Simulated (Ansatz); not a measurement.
**Al$_{3}$Ru$_{2}$: how the plane-wave cutoff moves the results**

Theory: Ansatz, DFT r2SCAN, scalar-relativistic, plane waves, PAW.

```cif
data_structure
_symmetry_space_group_name_H-M 'P 1'
_symmetry_Int_Tables_number 1
_cell_length_a 7.4345
_cell_length_b 7.3381
_cell_length_c 7.3767
_cell_angle_alpha 155.506
_cell_angle_beta 156.365
_cell_angle_gamma 34.008
_cell_volume 66.87
loop_
_atom_site_label
_atom_site_type_symbol
_atom_site_fract_x
_atom_site_fract_y
_atom_site_fract_z
_atom_site_occupancy
Al1 Al 0.96735 0.01784 0.97509 1
Al2 Al 0.86381 0.75296 0.00169 1
Al3 Al 0.20313 0.18253 0.00036 1
Ru1 Ru 0.64698 0.59005 0.02920 1
Ru2 Ru 0.35925 0.37510 0.95754 1
```

```json
{"Γ-centred k-mesh": "10×10×12", "occupation rule": "Gaussian smearing, 0.1 eV", "spin treatment": "unpolarised", "valence charge of the PAW sets": "Al 3, Ru 16"}
```

The atoms are held and the plane-wave cutoff is swept. Energies are extrapolated to zero smearing and count from the reference run, 600 eV. The cell was strained and its atoms displaced at random, so that forces don't vanish. Pressure is positive in compression and holds a correction for the finite cutoff (Pulay stress).

Times are rough; the reference took 2.1 min on 1 thread of Intel(R) Xeon(R) 6975P-C (Granite Rapids) (shared host), peak memory 1.6 GiB.

Problem. Tried: 200, 250, 300, 350, 500, 600 eV. From which plane-wave cutoff on does the energy per atom stay within 100, 10 and 1 meV of the reference?

Solution. 300 for 100 meV, 500 for 10 meV, 500 for 1 meV. The reference itself isn't shown to be converged. At 500 eV, where the energy is within 10 meV, force components already agree to within 0.001 eV/Å, where the largest force is 3.271 eV/Å.

| cutoff (eV) | ΔE (meV/atom) | P (GPa) | largest change of a force component (eV/Å) | plane waves at Γ | wall time (s) |
| --- | --- | --- | --- | --- | --- |
| 200 | 3766 | 8.08 | 0.646 | 419 | 30 |
| 250 | 670 | 6.83 | 0.191 | 595 | 37 |
| 300 | 95.8 | 7.67 | 0.021 | 795 | 47 |
| 350 | 12.3 | 7.50 | 0.007 | 1009 | 64 |
| 500 | 0.87 | 7.47 | 0.001 | 1711 | 95 |
| 600 | 0.00 | 7.48 | 0.000 | 2213 | 130 |